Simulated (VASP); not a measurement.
# CdO (Monteponite) (Fm-3m) in VASP: settings compared

The runs below take CdO (Monteponite) through relaxation of cell and atoms, with PBE+D3(BJ), PBEsol, LDA.

All numbers are computed with VASP 6.6.1; they aren't measurements. Logs are shortened: lines on timing, memory, paths and dates and some standing lists are left out, and cuts for length are marked.

**1. The crystal as given**

The structure is cubic, space group Fm-3m (No. 225). The conventional cell has a = 4.699 Å, b = 4.699 Å, c = 4.699 Å, α = 90.00°, β = 90.00°, γ = 90.00°. Cd (site symmetry m-3m) has 6 O at 2.35 Å as nearest neighbours. O (site symmetry m-3m) has 6 Cd at 2.35 Å as nearest neighbours.

**2. Relaxation of cell and atoms, PBE+D3(BJ)**

Contents of INCAR:

```
PREC = Accurate
ENCUT = 600
EDIFF = 1E-6
ISMEAR = 0
SIGMA = 0.03
LREAL = False
LASPH = True
NELM = 80
ALGO = Normal
ISIF = 3
LWAVE = False
LCHARG = False
GGA = PE
IVDW = 12
IBRION = 2
NSW = 90
EDIFFG = -0.01
```

Contents of KPOINTS:

```
regular mesh
0
Gamma
  12 12 12
```

Contents of POSCAR:

```
CdO
1.0
    0.0000000000      2.3495000000      2.3495000000
    2.3495000000      0.0000000000      2.3495000000
    2.3495000000      2.3495000000      0.0000000000
Cd O
1 1
Direct
    0.0000000000      0.0000000000      0.0000000000
    0.5000000000      0.5000000000      0.5000000000
```

Potentials or basis: VASP PAW PBE potentials, release 64 (Cd, O).

Started as:

```console
$ cat potpaw_PBE.64/Cd/POTCAR potpaw_PBE.64/O/POTCAR > POTCAR
$ mpirun -np 1 vasp_std > vasp.out
```

OUTCAR:

```text
PREC = Accurate
   ENCUT = 600
   EDIFF = 1E-6
   ISMEAR = 0
   LREAL = False
   LASPH = True
   NELM = 80
   ISIF = 3
   GGA = PE
   IVDW = 12
   IBRION = 2
   NSW = 90
   EDIFFG = -0.01
 IVDW          = 12

 ion  position               nearest neighbor table
   1  0.000  0.000  0.000-   2 2.35   2 2.35   2 2.35   2 2.35   2 2.35   2 2.35
   2  0.500  0.500  0.500-   1 2.35   1 2.35   1 2.35   1 2.35   1 2.35   1 2.35

  LATTYP: Found a face centered cubic cell.
 ALAT       =     4.6990000000

  Lattice vectors:

 A1 = (   0.0000000000,   2.3495000000,   2.3495000000)
 A2 = (   2.3495000000,   0.0000000000,   2.3495000000)
 A3 = (   2.3495000000,   2.3495000000,   0.0000000000)

Analysis of symmetry for initial positions (statically):
=====================================================================
 Subroutine PRICEL returns:
 Original cell was already a primitive cell.

 Routine SETGRP: Setting up the symmetry group for a
 face centered cubic supercell.

 Subroutine GETGRP returns: Found 48 space group operations
 (whereof 48 operations were pure point group operations)
 out of a pool of 48 trial point group operations.

The static configuration has the point symmetry O_h .

Analysis of symmetry for dynamics (positions and initial velocities):
=====================================================================
 Subroutine PRICEL returns:
 Original cell was already a primitive cell.

 Routine SETGRP: Setting up the symmetry group for a
 face centered cubic supercell.

 Subroutine GETGRP returns: Found 48 space group operations
 (whereof 48 operations were pure point group operations)
 out of a pool of 48 trial point group operations.

The dynamic configuration has the point symmetry O_h .

 Subroutine INISYM returns: Found 48 space group operations
 (whereof 48 operations are pure point group operations),
 and found     1 'primitive' translations

----------------------------------------------------------------------------------------

                                     Primitive cell

  volume of cell :      25.9392

  direct lattice vectors                    reciprocal lattice vectors
     0.000000000  2.349500000  2.349500000    -0.212811236  0.212811236  0.212811236
     2.349500000  0.000000000  2.349500000     0.212811236 -0.212811236  0.212811236
     2.349500000  2.349500000  0.000000000     0.212811236  0.212811236 -0.212811236

  length of vectors
     3.322694765  3.322694765  3.322694765     0.368599874  0.368599874  0.368599874

  position of ions in fractional coordinates (direct lattice)
     0.000000000  0.000000000  0.000000000
     0.500000000  0.500000000  0.500000000

  ion indices of the primitive-cell ions
   primitive index   ion index
[... 73 lines left out ...]
   NELM   =     80;   NELMIN=  2; NELMDL= -5     # of ELM steps
   EDIFF  = 0.1E-05   stopping-criterion for ELM
   LREAL  =      F    real-space projection
   EDIFFG = -.1E-01   stopping-criterion for IOM
   NSW    =     90    number of steps for IOM
   IBRION =      2    ionic relax: 0-MD 1-quasi-New 2-CG
   NFREE  =      1    steps in history (QN), initial steepest desc. (CG)
   ISIF   =      3    stress and relaxation
   ISYM   =      2    0-nonsym 1-usesym 2-fastsym
   POTIM  = 0.5000    time-step for ionic-motion
   TEBEG  =    0.0;   TEEND  =   0.0 temperature during run
   PSTRESS=    0.0 pullay stress
   NELECT =      18.0000    total number of electrons
   NUPDOWN=      -1.0000    fix difference up-down
   EMIN   =  10.00;   EMAX   =-10.00  energy-range for DOS
   EFERMI =   0.00;   METHOD = LEGACY
   ISMEAR =     0;   SIGMA  =   0.03  broadening in eV -4-tet -1-fermi 0-gaus
   EFERMI_NEDOS =   21; number of points for ismear=-14 and -15
   IALGO  =     38    algorithm
   IMIX   =      4    mixing-type and parameters
     AMIX     =   0.40;   BMIX     =  1.00
     AMIX_MAG =   1.60;   BMIX_MAG =  1.00
  volume/ion in A,a.u.               =      12.97        87.52
  Fermi-wavevector in a.u.,A,eV,Ry     =   1.449373  2.738918 28.581522  2.100683
  Thomas-Fermi vector in A             =   2.567107
   LORBIT       =      0    0 simple, 1 ext, 2 COOP (PROOUT), +10 PAW based schemes
   GGA     = PE    functional components
   LHFCALC =     F    Hartree Fock is set to
   AEXX    =    0.0000 exact exchange contribution
   IVDW    =    12    specifies the selected vdW correction
   LEPSILON=     F    determine dielectric tensor
   LRPA    =     F    only Hartree local field effects (RPA)
 conjugate gradient relaxation of ions
 non-spin polarized calculation
 Gauss-broadening in eV      SIGMA  =   0.03
  energy-cutoff  :      600.00
  volume of cell :       25.94
 maximum number of plane-waves:       893
   NGX = 13   NGY = 13   NGZ = 13

--------------------------------------- Ionic step        1  -------------------------------------------

 number of electron      18.0000002 magnetization

 Free energy of the ion-electron system (eV)
  ---------------------------------------------------
  ext. energy  EPLUGINS =         0.00000000
  ---------------------------------------------------
  free energy    TOTEN  =        -7.69798969 eV

  energy without entropy =       -7.69794381  energy(sigma->0) =       -7.69796675

------------------------ aborting loop because EDIFF is reached ----------------------------------------

 Edisp (eV)   -0.58788

 E8    (eV) :    -0.2360
[... 71 lines left out ...]
--------------------------------------- Ionic step        3  -------------------------------------------

 number of electron      17.9999997 magnetization

 Free energy of the ion-electron system (eV)
  ---------------------------------------------------
  ext. energy  EPLUGINS =         0.00000000
  ---------------------------------------------------
  free energy    TOTEN  =        -7.72079734 eV

  energy without entropy =       -7.72075083  energy(sigma->0) =       -7.72077408

 E-fermi :   1.8218     XC(G=0): -11.5521

 val. band max:        1.7953335576   @ k =   0.5000   0.0000   0.0000
 cond. band min:       2.1427504477   @ k =   0.0833   0.0000   0.0000
 fundamental gap:      0.3474168901
 Fermi energy:         1.8218245587

 k-point     1 :       0.0000    0.0000    0.0000
  band No.  band energies     occupation
      1     -15.3826      2.00000
      2      -4.8649      2.00000
      3      -4.8649      2.00000
      4      -4.8649      2.00000
      5      -4.5754      2.00000
      6      -4.5754      2.00000
      7       0.5633      2.00000
      8       0.5633      2.00000
      9       0.5633      2.00000
     10       1.3188      2.00000
     11      16.7474      0.00000
     12      18.6495      0.00000
     13      18.6495      0.00000
[... 354 lines left out ...]
  band No.  band energies     occupation
      1     -14.6532      2.00000
      2      -5.5129      2.00000
      3      -5.2729      2.00000
      4      -5.1811      2.00000
      5      -4.3693      2.00000
      6      -4.3456      2.00000
      7      -1.8343      2.00000
      8       0.6486      2.00000
      9       1.5581      2.00000
     10       7.4293      0.00000
     11       8.6165      0.00000
     12      12.0167      0.00000
     13      13.9767      0.00000

 [... further k-points ...]

------------------------ aborting loop because EDIFF is reached ----------------------------------------

 Edisp (eV)   -0.57287

 E8    (eV) :    -0.2301
[... 25 lines left out ...]
  FREE ENERGIE OF THE ION-ELECTRON SYSTEM (eV)
  ---------------------------------------------------
  free  energy   TOTEN  =        -8.2936623377 eV

  energy  without entropy=       -8.2936158303  energy(sigma->0) =       -8.29363908

 reached required accuracy - stopping structural energy minimisation
```

Wall time 66 s (1 thread of AMD EPYC 7R13 (Zen 3), shared host); peak memory 0.16 GiB.

Results:

```yaml
Free_energy: -8.2937 eV
Relaxed_volume: 13.31 Å³/atom
Relaxed_cell: a = 3.352 Å, b = 3.352 Å, c = 3.352 Å, α = 60.00°, β = 60.00°, γ = 60.00°
Space_group_after_relaxing_to_0.05_Å: Fm-3m (No. 225)
Energy_gained_by_relaxing: 3.9 meV/atom
Ionic_steps: 3
Pressure_after_relaxing: 0.0 GPa
Band_gap_on_the_k_mesh: none (metal or under the smearing width)
Dispersion_energy_per_atom: -0.286 eV
```

The path:
```csv
step,energy change (eV),largest force (eV/Å),pressure (GPa),volume (Å³)
1,0.0000,0.0000,3.77,25.94
2,-0.0043,0.0000,-2.28,27.10
3,-0.0078,0.0000,0.01,26.62
```

Final structure:
```
Cd O
1.0
     0.00000    2.36998    2.36998
     2.36998    0.00000    2.36998
     2.36998    2.36998    0.00000
Cd O
1 1
Direct
  0.00000 0.00000 0.00000
  0.50000 0.50000 0.50000
```

Caveat: pairwise dispersion overbinds metals, which lowers pressure and volume; this crystal is a semiconductor, whose small gap the functional closes, so the metal is an error of the method.

(Part 1 of 2 ends here.)
